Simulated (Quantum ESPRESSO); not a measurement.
The system is Fe.

```xyz
1
Lattice="-1.4430 1.4430 1.4430 1.4430 -1.4430 1.4430 1.4430 1.4430 -1.4430" Properties=species:S:1:pos:R:3 pbc="T T T"
Fe    0.0000    0.0000    0.0000
```

Base run:

| Quantity | Value |
| --- | --- |
| Program | Quantum ESPRESSO 7.5 |
| Functional | PBEsol |
| Potentials or basis | GBRV 1.5 PBEsol |
| Cutoff | 762 eV |
| Density cutoff | 6095 eV |
| k mesh | 9 × 9 × 9 |
| Occupations | fermi-dirac, width 0.05 eV |
| Spin | no spin polarisation |

Its results: band gap on the k mesh none (metal or under the smearing width); pressure -34.9 GPa.

Q: The run is repeated on the same cell with these changes: spin from no spin polarisation to collinear spin, ferromagnetic start. What comes out?

A: Band gap on the k mesh none (metal or under the smearing width); pressure -14.2 GPa; net moment 2.46 μB per cell; site moments Fe +2.50 μB.

Caveats: a pressure of tens of GPa on the cell as given is suspect, and the run, the potentials or the cell itself is likely at fault (some runs).
